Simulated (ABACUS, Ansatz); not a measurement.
# Fitting the PBE energy curve of Pb

```cif
data_structure
_symmetry_space_group_name_H-M 'Fm-3m'
_symmetry_Int_Tables_number 225
_cell_length_a 4.9500
_cell_length_b 4.9500
_cell_length_c 4.9500
_cell_angle_alpha 90.000
_cell_angle_beta 90.000
_cell_angle_gamma 90.000
_cell_volume 121.29
loop_
_atom_site_label
_atom_site_type_symbol
_atom_site_symmetry_multiplicity
_atom_site_Wyckoff_symbol
_atom_site_fract_x
_atom_site_fract_y
_atom_site_fract_z
_atom_site_occupancy
Pb1 Pb 4 a 0.00000 0.00000 0.00000 1
```

The cell was scaled at fixed shape and fractions and run with Ansatz, Ansatz NC, cutoff 850 eV; PBE, k mesh 9 × 9 × 9 on the cell of 1 atom, fermi-dirac occupations of 0.05 eV, no spin polarisation, no spin-orbit coupling. Energies are those that the program minimises, any entropy of the smearing included. For a metal such a mesh isn't converged to the digits shown.

```tsv
V (Å³/atom)	energy over the lowest row (meV/atom)
28.5032	56.95
29.1097	36.72
29.7161	21.47
30.3226	?
30.9290	3.77
31.5355	0.35
32.1419	0.00
```

Task: Fit the third-order Birch-Murnaghan form, give V0, B0 and B′, and predict the energy left open.

Result: With y = (V0/V)^(2/3), E = E0 + (9 V0 B0/16) [(y - 1)³ B′ + (y - 1)² (6 - 4y)]. Least squares through the rows shown give V0 = 31.9088 Å³/atom, E0 = -0.21 meV, B0 = 39.62 GPa (1 eV/Å³ = 160.218 GPa) and B′ = 5.39, with a largest miss of 0.01 meV. At V = 30.3226 the form with these constants gives 10.66 meV; the run gave 10.65 meV an atom. Other set-ups at this level, from all their volumes (Å³/atom, GPa): ABACUS, PseudoDojo NC SR 0.4.1 PBE standard, plane waves: V0 31.868, B0 39.75; Ansatz, Ansatz PAW: V0 31.871, B0 39.81; Ansatz, PseudoDojo stringent: V0 31.875, B0 39.68; Ansatz, Ansatz PAW (files of its older set among them): V0 31.904, B0 39.63. Measured volume: 30.32 Å³/atom at 298.15 K (COD entry, doi:10.1063/1.1698520), so the fit lies +5.2 % from it. The runs are for a static lattice.

The fitted curve describes a soft metal whose equilibrium volume is too large, by 5.2 % against the measured value. The set-ups agree with one another far more closely than with experiment, so the pseudopotential is an unlikely main cause. The excess is typical of PBE for heavy elements, where the gradient correction tends to weaken the binding between large, polarisable cores; the missing spin-orbit splitting of the 6p shell may also shift the volume. Thermal expansion can't account for the gap, since it enlarges the measured cell and its removal would widen the disagreement.

The softness fits lead's bonding: the 6s pair lies deep and contributes little, leaving the diffuse 6p electrons to hold the lattice together. Under compression, kinetic energy and core overlap rise quickly, hence the positive B′. The close prediction of the omitted energy confirms a smooth interpolation, not the accuracy of the functional. With only one row beyond the minimum, the curve's behaviour under expansion is barely tested.
